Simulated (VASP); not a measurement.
Computed with LDA (Ceperley-Alder, Perdew-Zunger), VASP's LDA PAW potentials (set 64) (plane waves; VASP). Each cell was relaxed at this level, without spin-orbit coupling.

Which of these comes out without a gap?
A) TiS2, P-3m1 (164)
B) PbI2, P-3m1 (164)
C) BeS, F-43m (216)
D) CaF2, Fm-3m (225)

A, TiS2, P-3m1 (164). The others have gaps of 7.31 eV (CaF2, Fm-3m (225)), 1.91 eV (PbI2, P-3m1 (164)), 2.83 eV (BeS, F-43m (216)).
